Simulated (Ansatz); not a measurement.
Reaction (formal exchange of groups at the Si–C bond): `C[SiH](C)[SiH2]Cl` + `CNC(C)=O` → `C[SiH2][SiH2]Cl` + dimethylacetamide

Gas-phase electronic energies from Ansatz, PBE0-D4/def2-TZVP geometries. CCSD(T)/CBS is the MP2 limit (def2-TZVPP, def2-QZVPP) plus CCSD(T) − MP2 in def2-TZVPP, frozen cores. This one scheme is used for every species. Functionals use def2-TZVPP. One conformer a species, not always the lowest.

```csv
species,B2PLYP energy (Eh)
`C[SiH](C)[SiH2]Cl`,-1120.49179
`CNC(C)=O`,-248.42421
`C[SiH2][SiH2]Cl`,-1081.18700
`CC(=O)N(C)C`,-287.70192
```

Question: Work out ΔE.

Answer: ΔE = (-1081.18700) + (-287.70192) − (-1120.49179) − (-248.42421) = 0.02708 Eh = +17.0 kcal/mol. CCSD(T)/CBS gives +17.1 kcal/mol.

Largest T1 diagnostic among the species: 0.014.
